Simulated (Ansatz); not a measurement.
input.yaml

```yaml
crystal:
  lattice:
    - [1.9666353607, -6.0747359971, 0.0]
    - [1.9666353607, 6.0747359971, 0.0]
    - [0.0, 0.0, 4.0077470584]
  atoms:
    - { symbol: Ti, position: [0.6560194573, 0.3439805427, 0.0] }
    - { symbol: Ti, position: [0.3439805427, 0.6560194573, 0.0] }
    - { symbol: Al, position: [0.0, 0.0, 0.0] }
    - { symbol: Al, position: [0.82709198, 0.17290802, 0.5] }
    - { symbol: Al, position: [0.17290802, 0.82709198, 0.5] }
    - { symbol: Al, position: [0.5, 0.5, 0.5] }
basis:
  ecutwfc: 420
kpoints:
  mp_grid: { grid: [10, 10, 10] }
  band_path:
    path:
      - [[0.0, 0.0, 0.0], [-0.5, 0.5, 0.0], [-0.27620191, 0.72379809, 0.0]]
      - [[0.27620191, 0.27620191, 0.0], [0.0, 0.0, 0.0], [0.0, 0.0, 0.5], [0.27620191, 0.27620191, 0.5]]
      - [[-0.27620191, 0.72379809, 0.5], [-0.5, 0.5, 0.5], [-0.5, 0.5, 0.0]]
      - [[0.0, 0.0, 0.0], [0.0, 0.5, 0.0], [0.0, 0.5, 0.5], [0.0, 0.0, 0.5], [-0.5, 0.5, 0.5]]
    npoints: 14
hamiltonian:
  xc: lda
scf:
  occupations: { method: gaussian, width: 0.1 }
  n_extra_bands: 15
output:
  forces: true
  stress: true
  eigenvalues: true
  populations: true
  dos: { projected: true, de: 0.02, nscf_kmesh: { grid: [15, 15, 15] } }
  bader: true
  write_density: true
  write_potential: true
  elf: true
  volumetric_format: npy
```

Command:
```bash
ansatz run input.yaml --threads 1 --pin off --max-ram 2560MiB --backend cpu --events-out ev --progress --plain --runs-dir out
```

The calculation used DFT LDA, scalar-relativistic, plane waves, PAW (Ansatz).

From the run's log, abridged:

```
scf.n_extra_bands = 15 over 18 filled bands (N_el = 36.0): the run solves 33 bands
Pseudopotentials: kind: paw
Pseudopotential: Ti, paw, valence charge 12, recommended cutoff 420 eV (normal)
Pseudopotential: Al, paw, valence charge 3, recommended cutoff 420 eV (normal)
Functional definition: SPW92
Crystal: 6 atoms, lattice volume = 95.759 Å³
Basis set: ecut = 420 eV, 1903 PW (Γ)
Bands: 33, of which v1, the nominal top of the filled ones, is band 18 counted from 1 (17 counted from 0)
Symmetry: 8 space group operations
Space group: Cmmm (ITA 65), of the structure as read, at distance tolerance 4.6e-5 Å
k-points: 186 of 1000
Initial density: superposition of atomic densities (neutral atoms: chi_scale 0, normalization atom), corrected by the library's trained network
Initial wavefunctions: pseudopotential atomic-orbital guess
Functional: x = slater, c = lda
SCF iter   1: F=—  HF=-6954.729296 eV  |F-HF|=—  |Δ(HF+E_count)|=         —  Δρ=5.23e-3  dr2=3.97e-2  ethr=1.77e-3  ⟨swp⟩=6.1  Hψ=30696  notcnv=0  defer=215
SCF iter   2: F=—  HF=-6954.724845 eV  |F-HF|=—  |Δ(HF+E_count)|=   4.45e-3  Δρ=3.05e-3  dr2=1.34e-2  ethr=1.10e-4  ⟨swp⟩=1.0  Hψ=7626  notcnv=0  defer=292
SCF iter   3: F=—  HF=-6954.722430 eV  |F-HF|=—  |Δ(HF+E_count)|=   2.42e-3  Δρ=5.19e-4  dr2=5.46e-4  ethr=3.71e-5  ⟨swp⟩=1.9  Hψ=5543  notcnv=0  defer=292
SCF iter   4: F=—  HF=-6954.722331 eV  |F-HF|=—  |Δ(HF+E_count)|=   9.89e-5  Δρ=1.26e-4  dr2=2.17e-5  ethr=1.52e-6  ⟨swp⟩=1.9  Hψ=5338  notcnv=0  defer=292
SCF iter   5: F=—  HF=-6954.722330 eV  |F-HF|=—  |Δ(HF+E_count)|=   1.12e-6  Δρ=2.98e-5  dr2=1.07e-6  ethr=6.04e-8  ⟨swp⟩=1.9  Hψ=5572  notcnv=0  defer=292
SCF iter   6: F=-6954.722330 eV  HF=-6954.722330 eV  |F-HF|=1.47e-8  |Δ(HF+E_count)|=   9.00e-8  Δρ=4.99e-6  dr2=3.13e-8  ethr=2.78e-10  ⟨swp⟩=11.9  Hψ=39152  notcnv=0
SCF 1 converged in 6 iterations: F = -6954.722330 eV  dr2 = 3.13e-8
SCF converged after 6 iterations
Free energy (F): -6954.722330 eV
Harris-Foulkes:  -6954.722330 eV  (|F-HF|=1.47e-8)
Internal energy: -6954.708766 eV  (E = F + TS)
E sigma→0 (E₀):  -6954.715548 eV
Entropy (-TS):   -0.013564 eV (-2.261 meV/atom)
Fermi energy:    9.990221 eV
--- Per-component energies (eV) ---
  E_band       = -324.906988
  E_kinetic    = 639.712716
  E_local      = -2355.434283  (includes V_loc(G=0)·N_el)
  E_nonlocal   = 69.792135
  E_hartree    = 1022.287781
  E_xc         = -352.175404
  E_vxc        = -362.393058  (∫ρ·V_xc dr)
  E_paw        = -3772.671171  (= ΣΔE_a)
  E_vpaw       = -361.162404  (= ΣTr[D̂ρ^β])
  E_aug_tail   = 0.000188  (compensation charges beyond the density's cutoff)
  E_ewald      = -2207.095495
  E_core_change = 0.874767  (= ΣΔE_core)
  E_smearing   = -0.013564  (= −TS)
--- Forces (eV/Å), atoms counted from 1 ---
  atom   1  Ti     0.00000000     0.03468109     0.00000000
  atom   2  Ti     0.00000000    -0.03468109     0.00000000
  atom   3  Al     0.00000000     0.00000000     0.00000000
  atom   4  Al     0.00000000     0.07795266     0.00000000
  atom   5  Al     0.00000000    -0.07795266     0.00000000
  atom   6  Al     0.00000000     0.00000000     0.00000000
--- Stress (GPa, compression-positive) ---
       -5.932512       0.000000       0.000000
        0.000000      -5.782601       0.000000
        0.000000       0.000000      -5.905533
  P = ⅓ Tr σ = -5.8735 GPa (-58.735 kbar)
--- Band table (eV; the first three rows and the last of 186) ---
  k-point 0: bands = ["-46.1374", "-46.1089", "-22.7972", "-22.7657", "-22.7613", "-22.7428", "-22.6496", "-22.6065", "0.0478", "4.0063", "4.1113", "7.7879", "8.1790", "8.3186", "8.4214", "9.2927", "9.4744", "9.5253", "10.3506", "10.5474", "10.8477", "10.9524", "11.0078", "12.9107", "13.0758", "13.3439", "13.9070", "15.0095", "15.5498", "15.7025", "16.5109", "17.1174", "17.6181"]
  k-point 1: bands = ["-46.1373", "-46.1088", "-22.7990", "-22.7672", "-22.7610", "-22.7427", "-22.6495", "-22.6064", "0.1426", "4.0513", "4.1995", "6.9503", "8.3057", "8.4680", "8.4719", "9.2761", "9.3640", "9.8216", "10.1027", "10.4338", "10.8436", "11.0487", "11.3394", "13.0612", "13.1356", "13.3720", "13.4510", "15.0788", "15.3175", "16.0802", "16.6323", "17.0603", "17.6599"]
  k-point 2: bands = ["-46.1371", "-46.1087", "-22.8038", "-22.7710", "-22.7605", "-22.7423", "-22.6492", "-22.6062", "0.4234", "4.1663", "4.4589", "5.8051", "8.1678", "8.3245", "8.6025", "9.0609", "9.4206", "9.9922", "10.2732", "10.3008", "10.5789", "11.1321", "12.1448", "12.6813", "12.9995", "13.2497", "13.6887", "15.0280", "15.2576", "16.3277", "16.3305", "17.0930", "17.2938"]
  k-point 185: bands = ["-46.1359", "-46.1090", "-22.8141", "-22.7830", "-22.7432", "-22.7427", "-22.6473", "-22.6215", "2.4685", "3.0680", "3.3418", "5.2215", "7.8829", "7.9625", "8.0624", "9.1678", "10.0538", "10.7274", "10.8855", "11.2945", "11.3887", "11.6839", "11.7703", "12.0330", "12.4431", "12.5194", "12.6968", "13.5702", "15.1006", "15.1765", "16.3035", "16.6532", "16.6988"]
--- Löwdin populations: 6 sites ---
  site symbol q [e]
     0     Ti     11.5273
     1     Ti     11.5273
     2     Al      3.1358
     3     Al      3.2221
     4     Al      3.2221
     5     Al      3.1565
  spilling = 0.005806 (of n_electrons = 36.000000)
--- Bader charges: 6 sites ---
  site symbol charge [e]  shift [e]
     0     Ti      0.6427     0.0005
     1     Ti      0.6427     0.0005
     2     Al     -0.2770     0.0010
     3     Al     -0.3362     0.0000
     4     Al     -0.3361     0.0000
     5     Al     -0.3361     0.0000
  estimated error of the sums over rays = 8.4e-4 e
```

The run converged.

The run took 98 s on 1 thread of Intel(R) Xeon(R) 6975P-C (Granite Rapids), on a shared host, peak memory 1.1 GiB.